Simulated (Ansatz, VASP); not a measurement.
# Ag3As: VASP beside Ansatz

One calculation is typed for both programs; each brings its own data sets. How far apart do they land? The cell is generated by rule, not measured, and may not be a known phase. The cell is taken from a series of runs on this material, whose earlier steps may have relaxed, scaled, displaced or heated it; both programs get it as it stands.

Method: plane waves, with VASP 6.6.1 beside it; relaxation of cell and atoms at PBE, in Ansatz 0.2.0.

The structure was built from a prototype and need not be the compound's stable phase.

### 1. The structure

It takes space group P4mm (No. 99, tetragonal). Conventional cell: a = 4.895 Å, b = 4.895 Å, c = 5.029 Å, α = 90.00°, β = 90.00°, γ = 90.00°. Nearest to As lie 6 Ag at 2.51 to 2.54 Å. Nearest to Ag lie 2 As at 2.54 Å. Nearest to Ag lie 2 As at 2.51 to 2.52 Å. Farther neighbours are not listed.

### 2. Ansatz: relaxation of cell and atoms, PBE

Ansatz runs on its default PAW (the set named soft_2) files.

The relaxed volume is the usual yardstick between codes: in a stiff, nearly cubic crystal its relative difference is about their pressure difference at one cell divided by the bulk modulus.

input.yaml

```yaml
crystal:
  lattice:
    - [4.8948230176, 0.0, 0.0]
    - [0.0, 4.8948230176, 0.0]
    - [0.0, 0.0, 5.0290466983]
  atoms:
    - { symbol: As, position: [0.0, 0.0, 0.070962318] }
    - { symbol: Ag, position: [0.5, 0.0, 0.9394021409] }
    - { symbol: Ag, position: [0.0, 0.0, 0.5697686735] }
    - { symbol: Ag, position: [0.0, 0.5, 0.9394021409] }
kpoints:
  mp_grid: { grid: [6, 6, 6] }
hamiltonian:
  xc: pbe
scf:
  occupations: { method: fixed }
output:
  forces: true
  stress: true
  eigenvalues: true
relax:
  adjacent_minimum: "off"
  f_tol: 0.001
  max_steps: 60
  cell: { stress_tol: 0.01 }
```

Launch:

```console
> ansatz run input.yaml --threads 4 --pin off --max-ram 7168MiB --backend cpu --events-out ev --progress --plain --runs-dir out
```

Numbers of over 12 decimals in the logs are rounded to 6 here.

Output:

```text
Engine: ansatz 0.2.0, aarch64-unknown-linux-gnu
Pseudopotentials: kind: paw
Pseudopotential: As, paw, valence charge 15, recommended cutoff 420 eV (normal), As.paw.azcp
Pseudopotential: Ag, paw, valence charge 19, recommended cutoff 420 eV (normal), Ag.paw.azcp
Functional definition: PBE
  parameter kappa = 0.804
  parameter beta = 0.066725
  exchange = pbe_x(kappa = kappa, mu = beta*pi^2/3)
  correlation = pbe_c(beta = beta)
Crystal: 4 atoms, lattice volume = 120.492 Å³
Basis set: ecut = 420 eV, 2373 PW (Γ), exchange–correlation on 72×72×72 points (8 copies of the dense FFT grid, shifted against one another)
Bands: 44, of which v1, the nominal top of the filled ones, is band 36 counted from 1 (35 counted from 0)
Symmetry: 8 space group operations
Space group: P4mm (ITA 99), of the structure as read, at distance tolerance 4.9e-5 Å
k-points: 40 of 216 (time reversal used)
Non-local potential: As, projectors of the file, l = 0: 2, l = 1: 2, l = 2: 3, l = 3: 1
Non-local potential: Ag, projectors of the file, l = 0: 3, l = 1: 2, l = 2: 2, l = 3: 1
PAW form: soft (Blöchl's): semilocal exchange-correlation on the pseudo side does not see the compensation charge
PAW one-centre angular grid: As, 590 points (default); XC on 64 Gauss nodes
PAW one-centre angular grid: Ag, 590 points (default); XC on 64 Gauss nodes
Initial density: superposition of atomic densities (neutral atoms: chi_scale 0, normalization atom), corrected by the library's trained network
Initial wavefunctions: pseudopotential atomic-orbital guess
Functional: x = pbe(κ = 0.804, μ = 0.219515), c = pbe(β = 0.066725)
SCF iter   1: F=—  HF=-27626.847619 eV  |F-HF|=—  |Δ(HF+E_count)|=         —  Δρ=2.20e-3  dr2=8.36e-3  ethr=1.77e-3  ⟨swp⟩=4.9  Hψ=5170  notcnv=0  defer=230
preconditioner: auto → Resta (q_TF=auto, 2.504 Å⁻¹)  ε∞=6.4  [insulator: Δε(μ)=0.410 eV  Ē_g=9.010 eV  n_scr=28 (ndim 8)  ℏωp=20.9 eV  f_vac=0.283  ε∞_Penn≈6.4]
SCF iter   2: F=—  HF=-27626.847480 eV  |F-HF|=—  |Δ(HF+E_count)|=   1.39e-4  Δρ=1.25e-3  dr2=3.18e-3  ethr=1.16e-5  ⟨swp⟩=2.0  Hψ=2922  notcnv=0  defer=238
SCF iter   3: F=—  HF=-27626.847102 eV  |F-HF|=—  |Δ(HF+E_count)|=   3.77e-4  Δρ=6.43e-4  dr2=6.68e-4  ethr=4.41e-6  ⟨swp⟩=2.0  Hψ=2491  notcnv=0  defer=238
SCF iter   4: F=—  HF=-27626.846990 eV  |F-HF|=—  |Δ(HF+E_count)|=   1.12e-4  Δρ=1.73e-4  dr2=7.90e-5  ethr=9.28e-7  ⟨swp⟩=2.0  Hψ=3036  notcnv=0  defer=231
SCF iter   5: F=—  HF=-27626.847040 eV  |F-HF|=—  |Δ(HF+E_count)|=   4.96e-5  Δρ=6.54e-5  dr2=1.19e-5  ethr=1.10e-7  ⟨swp⟩=2.0  Hψ=2386  notcnv=0  defer=139
SCF iter   6: F=—  HF=-27626.847050 eV  |F-HF|=—  |Δ(HF+E_count)|=   1.03e-5  Δρ=2.80e-5  dr2=2.16e-6  ethr=1.65e-8  ⟨swp⟩=2.0  Hψ=2609  notcnv=0  defer=166
SCF iter   7: F=—  HF=-27626.847053 eV  |F-HF|=—  |Δ(HF+E_count)|=   2.24e-6  Δρ=1.77e-5  dr2=5.08e-7  ethr=3.00e-9  ⟨swp⟩=2.0  Hψ=2609  notcnv=0  defer=183
SCF iter   8: F=-27626.847054 eV  HF=-27626.847053 eV  |F-HF|=2.62e-7  |Δ(HF+E_count)|=   7.60e-7  Δρ=6.25e-6  dr2=7.58e-8  ethr=1.39e-10  ⟨swp⟩=9.6  Hψ=8802  notcnv=0
SCF 1 converged in 8 iterations: F = -27626.847054 eV  dr2 = 7.58e-8
  greatest PAW one-centre occupation: 1.000 electrons in one spin orbital (limit 2), on the Ag atom at site 3 (counted from 0), in its partial waves of l = 0
relax step   1: F+E_penalty+E_count = -27626.84705354 eV  Δ(F+E_penalty+E_count) = +0.000e0 eV  max|allowed force component| = 2.124e-4 eV/Å  Δτ_max = 0.0000 Å  P = +0.002 GPa  Ω = 120.492 Å³  (8 SCF iters, dr2 threshold 1.00e-7 eV, accepted)
Initial density: handed on by an earlier stage of this run
Initial wavefunctions: pseudopotential atomic-orbital guess (no wavefunctions were taken with the density)
iter 1 solved again at ethr=1.11e-7 eV; its pass at ethr=3.10e-3 eV (dr2=7.98e-5 eV) is discarded
SCF iter   1: F=—  HF=-27626.847023 eV  |F-HF|=—  |Δ(HF+E_count)|=         —  Δρ=6.36e-6  dr2=7.55e-8  ethr=1.11e-7  ⟨swp⟩=3.5  Hψ=9484  notcnv=0  defer=239
preconditioner: auto → Resta (q_TF=auto, 2.504 Å⁻¹)  ε∞=6.4  [insulator: Δε(μ)=0.381 eV  Ē_g=8.998 eV  n_scr=28 (ndim 8)  ℏωp=20.9 eV  f_vac=0.288  ε∞_Penn≈6.4]
SCF iter   2: F=—  HF=-27626.847053 eV  |F-HF|=—  |Δ(HF+E_count)|=   3.05e-5  Δρ=4.49e-6  dr2=4.40e-8  ethr=1.05e-10  ⟨swp⟩=3.2  Hψ=3381  notcnv=0  defer=207
SCF iter   3: F=—  HF=-27626.847054 eV  |F-HF|=—  |Δ(HF+E_count)|=   1.76e-7  Δρ=1.79e-6  dr2=5.46e-9  ethr=6.10e-11  ⟨swp⟩=2.3  Hψ=2403  notcnv=0  defer=207
SCF iter   4: F=—  HF=-27626.847054 eV  |F-HF|=—  |Δ(HF+E_count)|=   6.99e-9  Δρ=7.52e-7  dr2=1.18e-9  ethr=7.59e-12  ⟨swp⟩=2.0  Hψ=2340  notcnv=0  defer=208
SCF iter   5: F=—  HF=-27626.847054 eV  |F-HF|=—  |Δ(HF+E_count)|=   1.14e-9  Δρ=3.20e-7  dr2=2.74e-10  ethr=1.64e-12  ⟨swp⟩=2.0  Hψ=2322  notcnv=0  defer=208
SCF iter   6: F=—  HF=-27626.847054 eV  |F-HF|=—  |Δ(HF+E_count)|=  1.96e-10  Δρ=1.61e-7  dr2=3.73e-11  ethr=1.00e-12  ⟨swp⟩=2.0  Hψ=2087  notcnv=0  defer=208
SCF iter   7: F=—  HF=-27626.847054 eV  |F-HF|=—  |Δ(HF+E_count)|=  2.91e-11  Δρ=7.42e-8  dr2=5.37e-12  ethr=1.00e-12  ⟨swp⟩=1.0  Hψ=1647  notcnv=0  defer=208
SCF iter   8: F=-27626.847054 eV  HF=-27626.847054 eV  |F-HF|=0.00e0  |Δ(HF+E_count)|=  3.64e-12  Δρ=2.82e-8  dr2=1.12e-12  ethr=1.00e-12  ⟨swp⟩=11.7  Hψ=9107  notcnv=0
SCF 2 converged in 8 iterations: F = -27626.847054 eV  dr2 = 1.12e-12
relax step   2: F+E_penalty+E_count = -27626.84705359 eV  Δ(F+E_penalty+E_count) = -4.698e-8 eV  max|allowed force component| = 2.053e-4 eV/Å  Δτ_max = 0.0000 Å  P = +0.002 GPa  Ω = 120.492 Å³  stress off target by 3.35e-3 GPa  SCF on the basis re-selected at this cell (its energy is not comparable with the rows above)  (8 SCF iters)
basis re-selected at this cell: Δ(F+E_penalty+E_count) = -4.698e-8 eV, ΔP = -0.000 GPa vs the last step (what re-selecting the basis moved, of the pressure what is left beyond the Pulay correction that the steps carried, after the strain that the cell walked since its last selection, with what the two solves' SCF thresholds leave and, on support functions, any second-order correction that the steps lacked; it is no m [...]
SCF converged after 8 iterations
Free energy (F): -27626.847054 eV
Harris-Foulkes:  -27626.847054 eV  (|F-HF|=0.00e0)
Internal energy: -27626.847054 eV  (E = F + TS)
E sigma→0 (E₀):  -27626.847054 eV
Fermi energy:    7.469727 eV
--- Per-component energies (eV) ---
  E_band       = -1520.330397
  E_kinetic    = 1684.981483
  E_local      = -13456.061132  (includes V_loc(G=0)·N_el)
  E_nonlocal   = -427.249878
  E_hartree    = 6233.389636
  E_xc         = -630.656068
  E_vxc        = -779.446433  (∫ρ·V_xc dr)
  E_paw        = -13545.315167  (= ΣΔE_a)
  E_vpaw       = -1009.334574  (= ΣTr[D̂ρ^β])
  E_aug_tail   = 0.000929  (compensation charges beyond the density's cutoff)
  E_ewald      = -7485.936857
  E_smearing   = -0.000000  (= −TS)
  E_closure    = -0.000000  (closes the sum)
  Σ components = -27626.847054   (vs F -27626.847054, Δ=0.00e0)
--- Forces (eV/Å), atoms counted from 1 ---
  atom   1  As     0.00000000     0.00000000     0.00013027
  atom   2  Ag    -0.00000000    -0.00000000    -0.00016781
  atom   3  Ag     0.00000000     0.00000000     0.00020524
  atom   4  Ag     0.00000000     0.00000000    -0.00016781
  max |Σ_I F_I| component: 9.77e-8 eV/Å
--- Stress (GPa, compression-positive) ---
        0.001824       0.000000       0.000000
        0.000000       0.001824       0.000000
        0.000000       0.000000       0.003347
  P = ⅓ Tr σ = 0.0023 GPa (0.023 kbar)
--- Band table (eV; the first three rows and the last of 40) ---
  k-point 0: bands = [... 32 lower, 4.0849, 5.3218, 5.7708, 5.7708, 7.8503, 9.5470, 9.8239, 13.4951, ... 4 higher]
  k-point 1: bands = [... 32 lower, 4.0742, 4.8771, 6.0234, 6.0234, 8.6233, 9.8000, 9.8864, 13.1794, ... 4 higher]
  k-point 2: bands = [... 32 lower, 4.0742, 4.3983, 6.5146, 6.5146, 8.8992, 10.0378, 11.1301, 12.4127, ... 4 higher]
  k-point 39: bands = [... 32 lower, 4.0244, 6.0057, 6.1890, 6.1890, 8.4863, 8.4863, 8.8742, 12.9671, ... 4 higher]
--- Relaxed structure (1 steps of the walk, 1 accepted, 1 SCFs on fresh bases) ---
  F+E_penalty+E_count = -27626.84705359 eV   max|allowed force component| = 2.053e-4 eV/Å   (the final SCF, on the basis selected at the relaxed cell)
  cell:  # Å, volume = 120.4924 Å³
    - [4.8948230176, 0.0, 0.0]
    - [0.0, 4.8948230176, 0.0]
    - [0.0, 0.0, 5.0290466983]
  atoms:
    - { symbol: As, position: [0.0, 0.0, 0.070962] }
    - { symbol: Ag, position: [0.5, 0.0, 0.939402] }
    - { symbol: Ag, position: [0.0, 0.0, 0.569769] }
    - { symbol: Ag, position: [0.0, 0.5, 0.939402] }
```

The column dr2 measures how far the density is from self-consistency, as an energy; F and HF (Harris–Foulkes) agree once it is small.

### 3. VASP: relaxation of cell and atoms, PBE

The same cell, functional and mesh now go to VASP, with its own data sets.

Lines of VASP's logs that name or quote its potential files are left out, and so is its time.

INCAR

```
SYSTEM = Ag3As
PREC = Accurate
ENCUT = 500
EDIFF = 1E-07
NELM = 120
ISMEAR = 0
SIGMA = 0.01
LREAL = .FALSE.
ALGO = Normal
GGA = PE
NBANDS = 25
LASPH = .TRUE.
LORBIT = 11
LWAVE = .FALSE.
LCHARG = .FALSE.
ISIF = 3
IBRION = 2
NSW = 80
EDIFFG = -0.005
GGA_COMPAT = .FALSE.
NELMIN = 4
EFERMI = MIDGAP
KPAR = 2
```

POSCAR

```
Ag3As
1.0
    4.8948230000      0.0000000000      0.0000000000
    0.0000000000      4.8948230000      0.0000000000
    0.0000000000      0.0000000000      5.0290470000
As Ag
1 3
Direct
    0.0000000000      0.0000000000      0.0709623513
    0.5000001021      0.0000000000      0.9394020378
    0.0000000000      0.0000000000      0.5697685864
    0.0000000000      0.5000001021      0.9394020378
```

KPOINTS

```
Automatic mesh
0
Gamma
6 6 6
0 0 0
```

Potentials, in the order of the species: As and Ag (PBE family, release 64).

Launch:

```console
> mpirun -np 2 vasp_std
```

Output:

```text
[banner, memory and clock lines left out]
running    2 mpi-ranks, on    1 nodes
 distrk:  each k-point on    1 cores,    2 groups
 distr:  one band on    1 cores,    1 groups

 POSCAR found type information on POSCAR AsAg
 POSCAR found :  2 types and       4 ions
 LDA part: xc-table for (Slater+PW92), standard interpolation
 POSCAR, INCAR and KPOINTS ok, starting setup
 FFT: planning ... GRIDC
 FFT: planning ... GRID_SOFT
 FFT: planning ... GRID
 WAVECAR not read
 entering main loop
       N       E                     dE             d eps       ncg     rms          rms(c)
DAV:   1     0.201679700535E+03    0.20168E+03   -0.17459E+04  2000   0.131E+03
DAV:   2    -0.611883063057E+01   -0.20780E+03   -0.19977E+03  2104   0.272E+02
DAV:   3    -0.127096153813E+02   -0.65908E+01   -0.65389E+01  2388   0.472E+01
DAV:   4    -0.127685008560E+02   -0.58885E-01   -0.58849E-01  2234   0.464E+00
DAV:   5    -0.127691911144E+02   -0.69026E-03   -0.69022E-03  2411   0.520E-01    0.797E+00
DAV:   6    -0.119131471274E+02    0.85604E+00   -0.31189E+00  2160   0.158E+01    0.550E+00
DAV:   7    -0.119026139806E+02    0.10533E-01   -0.37918E-01  2083   0.289E+00    0.288E+00
DAV:   8    -0.118925172114E+02    0.10097E-01   -0.12181E-02  2267   0.695E-01    0.495E-01
DAV:   9    -0.118924531747E+02    0.64037E-04   -0.23206E-03  2140   0.392E-01    0.108E-01
DAV:  10    -0.118929107941E+02   -0.45762E-03   -0.39285E-04  2099   0.987E-02    0.363E-02
DAV:  11    -0.118930222404E+02   -0.11145E-03   -0.77936E-05  2191   0.451E-02    0.917E-03
DAV:  12    -0.118930476616E+02   -0.25421E-04   -0.23788E-05  2095   0.241E-02    0.562E-03
DAV:  13    -0.118930539595E+02   -0.62979E-05   -0.47414E-06  2164   0.101E-02    0.356E-03
DAV:  14    -0.118930550261E+02   -0.10666E-05   -0.11443E-06  2049   0.496E-03    0.624E-04
DAV:  15    -0.118930550687E+02   -0.42574E-07   -0.64147E-08  1664   0.128E-03
   1 F= -.11893055E+02 E0= -.11893055E+02  d E =-.118931E+02
 curvature:   0.00 expect dE= 0.000E+00 dE for cont linesearch  0.000E+00
 trial: gam= 0.00000 g(F)=  0.283E-05 g(S)=  0.231E-04 ort = 0.000E+00 (trialstep = 0.100E+01)
 search vector abs. value=  0.259E-04
 bond charge predicted
       N       E                     dE             d eps       ncg     rms          rms(c)
DAV:   1    -0.118934951638E+02   -0.44014E-03   -0.74952E-03  2062   0.741E-01    0.145E-01
DAV:   2    -0.118930837665E+02    0.41140E-03   -0.16950E-03  2023   0.363E-01    0.434E-02
DAV:   3    -0.118930721559E+02    0.11611E-04   -0.39052E-05  2118   0.327E-02    0.318E-02
DAV:   4    -0.118930643303E+02    0.78257E-05   -0.13563E-05  2167   0.177E-02    0.380E-03
DAV:   5    -0.118930639678E+02    0.36251E-06   -0.27255E-06  2115   0.139E-02    0.338E-03
DAV:   6    -0.118930636265E+02    0.34130E-06   -0.39405E-07  1811   0.416E-03    0.415E-04
DAV:   7    -0.118930636258E+02    0.67666E-09   -0.18808E-08  1083   0.676E-04
   2 F= -.11893064E+02 E0= -.11893064E+02  d E =-.855712E-05
 trial-energy change:   -0.000009  1 .order   -0.000010   -0.000026    0.000006
 step:   0.7674(harm=  0.8207)  dis= 0.00023  next Energy=   -11.893064 (dE=-0.924E-05)
 reached required accuracy - stopping structural energy minimisation
```

Parts of OUTCAR (step 3):

```text
ion  position               nearest neighbor table
   1  0.000  0.000  0.071-   3 2.51   3 2.52   4 2.54   2 2.54   2 2.54   4 2.54
   2  0.500  0.000  0.939-   1 2.54   1 2.54   3 3.07   3 3.07   4 3.46   4 3.46   4 3.46   4 3.46

  LATTYP: Found a simple tetragonal cell.
 ALAT       =     4.8948230000
 C/A-ratio  =     1.0274216248

 Subroutine GETGRP returns: Found  8 space group operations
 (whereof  8 operations were pure point group operations)

The static configuration has the point symmetry C_4v.

 Found     40 irreducible k-points:

   k-points           NKPTS =     40   k-points in BZ     NKDIM =     40   number of bands    NBANDS=     25

   dimension x,y,z NGX =    36 NGY =   36 NGZ =   40
   dimension x,y,z NGXF=    72 NGYF=   72 NGZF=   80

   ENCUT  =  500.0 eV  36.75 Ry    6.06 a.u.   8.92  8.92  9.17*2*pi/ulx,y,z

   NELECT =      38.0000    total number of electrons

 k-points in reciprocal lattice and weights: Automatic mesh
   0.00000000  0.00000000  0.00000000       0.005
   0.16666667  0.00000000  0.00000000       0.019
   0.33333333  0.00000000  0.00000000       0.019
   0.50000000  0.00000000  0.00000000       0.009
   0.16666667  0.16666667  0.00000000       0.019
   0.33333333  0.16666667  0.00000000       0.037
   0.50000000  0.16666667  0.00000000       0.019
   0.33333333  0.33333333  0.00000000       0.019
   0.50000000  0.33333333  0.00000000       0.019
[...]
0.50000000  0.33333333  0.50000000       0.019
   0.50000000  0.50000000  0.50000000       0.005

 average (electrostatic) potential at core
       1 -51.8436       2 -76.1144       3 -76.3261       4 -76.1144

 E-fermi :   2.9089

 k-point     1 :       0.0000    0.0000    0.0000
  band No.  band energies     occupation
    ...
     15      -0.6883      2.00000
     16      -0.6777      2.00000
     17       0.5778      2.00000
     18       1.0253      2.00000
     19       1.0253      2.00000
     20       3.0990      0.00000
     21       4.8008      0.00000
     22       5.0768      0.00000
     23       8.7532      0.00000
     24       8.7532      0.00000
    ...

 k-point     2 :       0.1667    0.0000    0.0000
  band No.  band energies     occupation
    ...
     15      -0.7661      2.00000
     16      -0.7273      2.00000
     17       0.4954      2.00000
     18       0.7383      2.00000
     19       1.2480      2.00000
     20       3.1984      0.00000
     21       4.9712      0.00000
     22       5.8435      0.00000
     23       7.9727      0.00000
     24       8.5959      0.00000
    ...

 k-point     3 :       0.3333    0.0000    0.0000
  band No.  band energies     occupation
    ...
     15      -0.8599      2.00000
     16      -0.8253      2.00000
     17      -0.1255      2.00000
     18       1.0524      2.00000
     19       1.6614      2.00000
     20       3.3470      0.00000
     21       5.1148      0.00000
     22       6.2179      0.00000
     23       8.1232      0.00000
     24       8.2705      0.00000
    ...

  Total       -0.0037682     -0.0037682     -0.0053086      0.0000000     -0.0000000      0.0000000
  in kB       -0.0500600     -0.0500600     -0.0705230      0.0000000     -0.0000000      0.0000000
  external PRESSURE =      -0.0568810 kB  Pullay stress =       0.0000000 kB

  energy-cutoff  :      500.00
  volume of cell :      120.60
      direct lattice vectors                 reciprocal lattice vectors
     4.896351225  0.000000000  0.000000000     0.204233715  0.000000000  0.000000000
     0.000000000  4.896351225  0.000000000     0.000000000  0.204233715 -0.000000000
     0.000000000  0.000000000  5.030499997     0.000000000  0.000000000  0.198787397

 POSITION                                       TOTAL-FORCE (eV/Angst)
 -----------------------------------------------------------------------------------
      0.00000      4.89635      0.35728         0.000000      0.000000     -0.003830
      2.44818      0.00000      4.72561         0.000000      0.000000      0.000496
      0.00000      0.00000      2.86602         0.000000      0.000000      0.002839
      0.00000      2.44818      4.72561         0.000000     -0.000000      0.000496
 -----------------------------------------------------------------------------------
    total drift:                               -0.000111     -0.000111      0.000593

  FREE ENERGIE OF THE ION-ELECTRON SYSTEM (eV)
  ---------------------------------------------------
  free  energy   TOTEN  =       -11.8930636258 eV

  energy  without entropy=      -11.8930636258  energy(sigma->0) =      -11.89306363

 reached required accuracy - stopping structural energy minimisation

 total charge
# of ion       s       p       d       tot
------------------------------------------
    1        1.186   1.556   0.052   2.794
    2        0.408   0.212   9.207   9.827
    3        0.395   0.228   9.214   9.837
    4        0.408   0.212   9.207   9.827
--------------------------------------------------
tot          2.397   2.209  27.680  32.286

[... 3 further parts left out ...]
```

### 4. Differences

Known differences besides the potentials themselves: fixed occupations in Ansatz, narrow Gaussian smearing in VASP; the data sets hold 72 valence electrons in Ansatz (on its default PAW (the set named soft_2) files) and 38 in VASP; the cutoff is 420 eV in Ansatz and 500 eV in VASP; Ansatz adds a Pulay correction to the stress that steers its cell, VASP none. Total energies have different zeros and are not compared.

The two programs side by side:

```
                                         quantity  Ansatz    VASP  difference
                                      volume (Å³)  120.49  120.60     -0.09 %
edge a after relaxation, in the typed setting (Å)   4.895   4.896     -0.03 %
edge c after relaxation, in the typed setting (Å)   5.029   5.030     -0.03 %
```

### 5. Outcome

```yaml
difference_in_volume_relaxation_of_cell_and_atoms_pbe: -0.091 %
```

**Reading.** The difference in volume is -0.091 % (relaxation of cell and atoms, PBE), within the 1.2 % picked in this series as the mark of a large difference, as far as the stopping tolerances let one tell. The data sets hold unlike numbers of valence electrons (72 in Ansatz and 38 in VASP), so part of the differences comes from the potentials. 2 further runs of this series are not shown here. Such differences can come from data sets, numerical settings and the points named under the comparisons, not from the functional's error against experiment.

[Lines on the potential files, build, host, timing and source positions are cut from VASP's logs without a mark.]

[Logs are printed without paths, hosts, clocks, repeated set-up lines and the standing remarks that a program may print on its own settings, such as how far it seeks lower states.]

[Hosts, paths, dates, database ids (printed as entryN), source tags and the programs' standing remarks are cut or masked in the printed files.]
